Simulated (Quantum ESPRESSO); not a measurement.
# 2H-WSe2, layer by layer, part 2 of 8

Wanted: polarisability and band edges of 2H-WSe2, layer by layer.

Quantum ESPRESSO 7.5; plane-wave DFT, PBE, GBRV ultrasoft pseudopotentials.

So far. Step 2 (Variable-cell relaxation, 1 layer):  The last row is no step: it is a fresh SCF in the final cell with a new plane-wave basis, +1 meV from the row before.

### Step 3. Ground state, 1 layer: no field

The zero-field run is the reference. tefield and dipfield are on already, so that all runs share k-points and boundary.

Level of this step: plane-wave DFT, PBE, GBRV ultrasoft pseudopotentials (Quantum ESPRESSO 7.5).

n1.f0.in

```
&control
  prefix = 'n1.f0'
  outdir = './out'
  pseudo_dir = './pseudo'
  calculation = 'scf'
  tprnfor = .true.
  tefield = .true.
  dipfield = .true.
/
&system
  ibrav = 0
  nat = 3
  ntyp = 2
  ecutwfc = 40
  ecutrho = 200
  occupations = 'smearing'
  smearing = 'fd'
  degauss = 0.004
  edir = 3
  emaxpos = 0.97
  eopreg = 0.04
  eamp = 0.0
  nbnd = 17
/
&electrons
  conv_thr = 1e-09
  mixing_beta = 0.4
  electron_maxstep = 120
  mixing_mode = 'plain'
/
ATOMIC_SPECIES
  Se  78.9710  se_pbe_v1.uspp.F.UPF
  W   183.8400  w_pbe_v1.2.uspp.F.UPF
CELL_PARAMETERS angstrom
  3.28562509100000 0.00000000000000 0.00000000000000
  -1.64281254500000 2.84543479600000 0.00000000000000
  0.00000000000000 0.00000000000000 20.74034793400000
ATOMIC_POSITIONS crystal
  Se  0.333333333300 0.666666666700 0.418728620100
  W   0.000000000000 0.000000000000 0.500000000000
  Se  0.333333333300 0.666666666700 0.581271379900
K_POINTS automatic
  12 12 1 0 0 0
```

Run with:

```console
> OMP_NUM_THREADS=1 mpirun -n 4 pw.x -nk 4 -in n1.f0.in > n1.f0.out
```

What it wrote:

```text
[banner, memory and clock lines left out]
Program PWSCF v.7.5 starts
[citation notice left out]

[...]
bravais-lattice index     =            0
     lattice parameter (alat)  =       6.2089  a.u.
     unit-cell volume          =    1308.5167 (a.u.)^3
     number of atoms/cell      =            3
     number of atomic types    =            2
     number of electrons       =        26.00
     number of Kohn-Sham states=           17
     kinetic-energy cutoff     =      40.0000  Ry
     charge density cutoff     =     200.0000  Ry
     scf convergence threshold =      1.0E-09
     mixing beta               =       0.4000
     number of iterations used =            8  plain     mixing
     Exchange-correlation= SLA  PW   PBE  PBE
                           (   1   4   3   4   0   0   0)

[...]
PseudoPot. # 1 for Se read from file:
     ./pseudo/se_pbe_v1.uspp.F.UPF
     Pseudo is Ultrasoft + core correction, Zval =  6.0
     Generated by new atomic code, or converted to UPF format
     Using radial grid of  877 points,  6 beta functions with:
                l(1) =   0
                l(2) =   0
                l(3) =   1
                l(4) =   1
                l(5) =   2
                l(6) =   2
     Q(r) pseudized with  8 coefficients,  rinner =    1.300   1.300   1.300
                                                       1.300   1.300

     PseudoPot. # 2 for W  read from file:
     ./pseudo/w_pbe_v1.2.uspp.F.UPF
     Pseudo is Ultrasoft + core correction, Zval = 14.0
     Generated by new atomic code, or converted to UPF format
     Using radial grid of  923 points,  8 beta functions with:
                l(1) =   0
                l(2) =   0
                l(3) =   0
                l(4) =   1
                l(5) =   1
                l(6) =   2
                l(7) =   2
                l(8) =   3
     Q(r) pseudized with  6 coefficients,  rinner =    1.350   1.350   1.350
                                                       1.350   1.350   1.350
                                                       1.350

     atomic species   valence    mass     pseudopotential
     Se                6.00    78.97100     Se( 1.00)
     W                14.00   183.84000     W ( 1.00)

     No symmetry found

[...]
number of k points=    74  Fermi-Dirac smearing, width (Ry)=  0.0040
[...]
Dense  grid:    62217 G-vectors     FFT dimensions: (  27,  27, 180)

     Smooth grid:    44797 G-vectors     FFT dimensions: (  25,  25, 160)

     Initial potential from superposition of free atoms

     starting charge      25.8995, renormalised to      26.0000

     negative rho (up, down):  6.767E-02 0.000E+00

     Adding external electric field

     Computed dipole along edir(3) :
        Dipole                0.0000 Ry au,          0.0000 Debye
        Dipole field          0.0000 Ry au,

        Potential amp.       -0.0000 Ry
        Total length         37.6258 bohr

     Starting wfcs are   21 randomized atomic wfcs

     per-process dynamical memory:    70.6 Mb

     Self-consistent Calculation

     iteration #  1     ecut=    40.00 Ry     beta= 0.40
     Davidson diagonalization with overlap
     ethr =  1.00E-02,  avg # of iterations =  2.1

     Threshold (ethr) on eigenvalues was too large:
     Diagonalizing with lowered threshold

     Davidson diagonalization with overlap
     ethr =  2.55E-04,  avg # of iterations =  2.1

     negative rho (up, down):  6.870E-02 0.000E+00

     Adding external electric field

     Computed dipole along edir(3) :
        Dipole                0.0000 Ry au,          0.0000 Debye
        Dipole field          0.0000 Ry au,

        Potential amp.       -0.0000 Ry
        Total length         37.6258 bohr

     total energy              =    -246.45407263 Ry
     estimated scf accuracy    <       0.08029408 Ry

     iteration #  2     ecut=    40.00 Ry     beta= 0.40
[...]
negative rho (up, down):  6.929E-02 0.000E+00

[...]
Dipole                0.0000 Ry au,          0.0000 Debye
[...]
total energy              =    -246.45748718 Ry
     estimated scf accuracy    <       0.02516160 Ry

     iteration #  3     ecut=    40.00 Ry     beta= 0.40
[...]
negative rho (up, down):  7.005E-02 0.000E+00

[...]
Dipole                0.0000 Ry au,          0.0000 Debye
[...]
total energy              =    -246.46074866 Ry
     estimated scf accuracy    <       0.02340345 Ry

     iteration #  4     ecut=    40.00 Ry     beta= 0.40
[...]
negative rho (up, down):  7.075E-02 0.000E+00

[...]
Dipole                0.0000 Ry au,          0.0001 Debye
[...]
total energy              =    -246.46354748 Ry
     estimated scf accuracy    <       0.00084802 Ry

     iteration #  5     ecut=    40.00 Ry     beta= 0.40
[...]
negative rho (up, down):  7.082E-02 0.000E+00

[...]
Dipole               -0.0001 Ry au,         -0.0002 Debye
[...]
total energy              =    -246.46364862 Ry
     estimated scf accuracy    <       0.00003677 Ry

     iteration #  6     ecut=    40.00 Ry     beta= 0.40
[...]
negative rho (up, down):  7.080E-02 0.000E+00

[...]
Dipole                0.0004 Ry au,          0.0009 Debye
[...]
total energy              =    -246.46368917 Ry
     estimated scf accuracy    <       0.00000444 Ry

     iteration #  7     ecut=    40.00 Ry     beta= 0.40
[...]
negative rho (up, down):  7.080E-02 0.000E+00

[...]
Dipole               -0.0004 Ry au,         -0.0009 Debye
[...]
total energy              =    -246.46368989 Ry
     estimated scf accuracy    <       0.00000092 Ry

     iteration #  8     ecut=    40.00 Ry     beta= 0.40
[...]
negative rho (up, down):  7.078E-02 0.000E+00

[...]
Dipole                0.0000 Ry au,          0.0000 Debye
[...]
total energy              =    -246.46369007 Ry
     estimated scf accuracy    <       0.00000083 Ry

     iteration #  9     ecut=    40.00 Ry     beta= 0.40
[...]
negative rho (up, down):  7.077E-02 0.000E+00

[...]
Dipole                0.0000 Ry au,          0.0000 Debye
[...]
total energy              =    -246.46369016 Ry
     estimated scf accuracy    <       0.00000005 Ry

     iteration # 10     ecut=    40.00 Ry     beta= 0.40
[...]
negative rho (up, down):  7.076E-02 0.000E+00

[...]
Dipole               -0.0000 Ry au,         -0.0000 Debye
[...]
total energy              =    -246.46369019 Ry
     estimated scf accuracy    <          3.1E-09 Ry

     iteration # 11     ecut=    40.00 Ry     beta= 0.40
[...]
negative rho (up, down):  7.076E-02 0.000E+00

[...]
Dipole                0.0001 Ry au,          0.0003 Debye
[...]
End of self-consistent calculation

          k = 0.0000 0.0000 0.0000 (  5623 PWs)   bands (ev):

   -74.1454 -38.3862 -38.2503 -38.2503 -14.8999 -13.6624  -6.3328  -2.3818
    -2.3818  -2.3516  -1.2509  -1.2509  -0.5142   2.9066   2.9066   3.0581
     3.0581

          k = 0.0000 0.0962 0.0000 (  5607 PWs)   bands (ev):

   -74.1447 -38.3833 -38.2659 -38.2540 -14.7949 -13.6085  -6.1968  -2.7001
    -2.5673  -2.2792  -1.4302  -1.2403  -0.5377   2.5933   2.6619   2.9219
     3.0870

[...]
the Fermi energy is     0.7024 ev

!    total energy              =    -246.46369020 Ry
     estimated scf accuracy    <          7.2E-10 Ry
     smearing contrib. (-TS)   =      -0.00000000 Ry
     internal energy E=F+TS    =    -246.46369019 Ry

     The total energy is F=E-TS. E is the sum of the following terms:
     one-electron contribution =   -1068.52031552 Ry
     hartree contribution      =     534.58935487 Ry
     xc contribution           =    -100.72833622 Ry
     ewald contribution        =     388.19560668 Ry
     electric field correction =       0.00000000 Ry

     convergence has been achieved in  11 iterations

     negative rho (up, down):  7.076E-02 0.000E+00

     Forces acting on atoms (cartesian axes, Ry/au):

     atom    1 type  1   force =     0.00000003   -0.00000007   -0.00481786
     atom    2 type  2   force =    -0.00000003    0.00000012   -0.00001328
     atom    3 type  1   force =     0.00000001   -0.00000004    0.00483114

     Total force =     0.006823     Total SCF correction =     0.000165

[...]
```

Elapsed: 39 s, on 4 MPI ranks of Arm Neoverse V1, shared host; peak memory 0.76 GiB; 2.6 min of CPU time.

Numbers from this step:

| Item | Value |
| --- | --- |
| free energy | -3353.3093 eV |
| Fermi energy | 0.7024 eV |
| dipole along the normal | 6.25e-5 e·Å |
| valence top, on the run's zero | -0.08395 eV |
| conduction bottom, on the run's zero | 1.564 eV |
| gap by band count | 1.648 eV |

The run needed 11 iterations to bring the estimated error under 1e-09 Ry; the largest force on any atom, held or free, is 0.12 eV/Å.

### Step 4. Electrostatic potential, 1 layer

plot_num = 11 writes the bare and Hartree potential. It leaves out exchange and correlation, which fade slowly, so it flattens close to the surface.

n1.f0.pot.in

```
&inputpp
  prefix = 'n1.f0'
  outdir = './out'
  filplot = 'n1.f0.pot.dat'
  plot_num = 11
/
```

Run with:

```console
> OMP_NUM_THREADS=1 mpirun -n 4 pp.x -in n1.f0.pot.in > n1.f0.pot.out
```

What it wrote:

```text
[banner, memory and clock lines left out]
Program POST-PROC v.7.5 starts

          URL

     ./out/n1.f0.save/

     IMPORTANT: XC functional enforced from input :
     Exchange-correlation= PBE
                           (   1   4   3   4   0   0   0)
     Any further DFT definition will be discarded
     Please, verify this is what you really want

     negative rho (up, down):  7.076E-02 0.000E+00

     Adding external electric field

     Computed dipole along edir(3) :
        Dipole                0.0001 Ry au,          0.0003 Debye
        Dipole field          0.0000 Ry au,

        Potential amp.       -0.0001 Ry
        Total length         37.6258 bohr

     Calling punch_plot, plot_num =  11

     Adding external electric field

     Computed dipole along edir(3) :
        Dipole                0.0001 Ry au,          0.0003 Debye
        Dipole field          0.0000 Ry au,

        Potential amp.       -0.0001 Ry
        Total length         37.6258 bohr

     Writing data to file  n1.f0.pot.dat
     Message from routine chdens:
     namelist plot not found or invalid, exiting
```

The job ended after 1.1 s (4 MPI ranks; peak memory 0.13 GiB).

Numbers from this step:

```
slope of the potential above                                          : 5.45e-5 eV/Å
upper vacuum line continued to the top atoms, over the valence top    : 5.054 eV
slope of the potential below                                          : -4.77e-5 eV/Å
lower vacuum line continued to the bottom atoms, over the valence top : 5.055 eV
vacuum level at the upper face over the valence top of the mesh       : 5.054 eV
vacuum level at the lower face over the valence top of the mesh       : 5.055 eV
```

Electrostatic potential energy of an electron, with the sawtooth; zero at the highest filled level of the SCF mesh. Table of potential energy, planar mean by z:

```tsv
z (Å)	potential energy, planar mean (eV)
0	5.05
1	5.06
2	5.06
3	5.06
4	5.05
5	5.05
6	5.04
7	4.70
8	-2.04
9	-12.8
10	-9.52
11	-6.98
12	-16.3
13	1.81
14	4.89
15	5.04
16	5.05
17	5.05
18	5.05
19	5.05
20	5.05
```

### Step 5. Ground state, 1 layer: field 0.1 V/Å

eamp is the field in Hartree atomic units (1 a.u. = 51.42 V/Å). With dipfield on, it is the field in the vacuum beside an isolated sheet. The run starts from the density of the one before.

n1.f1.in, as its differences from the input of step 3:

```diff
@@ -1,3 +1,3 @@
 &control
-  prefix = 'n1.f0'
+  prefix = 'n1.f1'
   outdir = './out'
@@ -21,3 +21,3 @@
   eopreg = 0.04
-  eamp = 0.0
+  eamp = 0.00194469
   nbnd = 17
@@ -29,2 +29,3 @@
   mixing_mode = 'plain'
+  startingpot = 'file'
 /
```

Run with:

```console
> cp -r out/n1.f0.save out/n1.f1.save
> OMP_NUM_THREADS=1 mpirun -n 4 pw.x -nk 4 -in n1.f1.in > n1.f1.out
```

What it wrote:

```text
[banner, memory and clock lines left out]
Program PWSCF v.7.5 starts
[...]
number of electrons       =        26.00
     number of Kohn-Sham states=           17
     kinetic-energy cutoff     =      40.0000  Ry
     charge density cutoff     =     200.0000  Ry
[...]
number of k points=    74  Fermi-Dirac smearing, width (Ry)=  0.0040
[...]
Dense  grid:    62217 G-vectors     FFT dimensions: (  27,  27, 180)
[...]
The initial density is read from file :
[...]
negative rho (up, down):  7.076E-02 0.000E+00
[...]
Starting wfcs are   21 randomized atomic wfcs
[...]
negative rho (up, down):  7.081E-02 0.000E+00
[...]
estimated scf accuracy    <       0.00986709 Ry
[...]
negative rho (up, down):  7.081E-02 0.000E+00
[...]
estimated scf accuracy    <       0.11846620 Ry
[...]
negative rho (up, down):  7.081E-02 0.000E+00
[...]
estimated scf accuracy    <       0.00003437 Ry
[...]
negative rho (up, down):  7.080E-02 0.000E+00
[...]
estimated scf accuracy    <       0.00002048 Ry
[...]
negative rho (up, down):  7.079E-02 0.000E+00
[...]
estimated scf accuracy    <       0.00000533 Ry
[...]
negative rho (up, down):  7.077E-02 0.000E+00
[...]
estimated scf accuracy    <       0.00000009 Ry
[...]
negative rho (up, down):  7.077E-02 0.000E+00
[...]
estimated scf accuracy    <       0.00000002 Ry
[...]
negative rho (up, down):  7.076E-02 0.000E+00
[...]
estimated scf accuracy    <          8.2E-09 Ry
[...]
negative rho (up, down):  7.076E-02 0.000E+00
[...]
Computed dipole along edir(3) :
        Dipole                0.0547 Ry au,          0.1390 Debye
        Dipole field          0.0005 Ry au,
        E field amplitude [Ha a.u.]:  1.9447E-03
        Potential amp.        0.1068 Ry
        Total length         37.6258 bohr
[...]
the Fermi energy is     0.7167 ev
!    total energy              =    -246.46379661 Ry
     estimated scf accuracy    <          1.1E-10 Ry
     smearing contrib. (-TS)   =      -0.00000000 Ry
     internal energy E=F+TS    =    -246.46379661 Ry
[...]
one-electron contribution =   -1068.51931788 Ry
     hartree contribution      =     534.58840365 Ry
     xc contribution           =    -100.72830506 Ry
     ewald contribution        =     388.19560668 Ry
     electric field correction =      -0.00018399 Ry
     convergence has been achieved in   9 iterations
     negative rho (up, down):  7.076E-02 0.000E+00
[...]
Total force =     0.006849     Total SCF correction =     0.000047
[...]
```

Elapsed: 34 s, on 4 MPI ranks; peak memory 0.58 GiB; 2.3 min of CPU time.

Read from the output:

| Property | Result |
| --- | --- |
| free energy | -3353.3108 eV |
| Fermi energy | 0.7167 eV |
| dipole along the normal | 0.02894 e·Å |
| valence top, on the run's zero | -0.06931 eV |
| conduction bottom, on the run's zero | 1.579 eV |

[end of part 2 of 8]

[Logs are printed without paths, hosts, clocks, repeated set-up lines and the standing remarks that a program may print on its own settings, such as how far it seeks lower states.]

[Hosts, paths, dates, database ids (printed as entryN), source tags and the programs' standing remarks are cut or masked in the printed files.]

[Maps of the electrostatic potential energy from Ansatz leave out the sawtooth potential of an applied field or a dipole correction, so their vacuum need not be flat; planar profiles and work functions include it.]
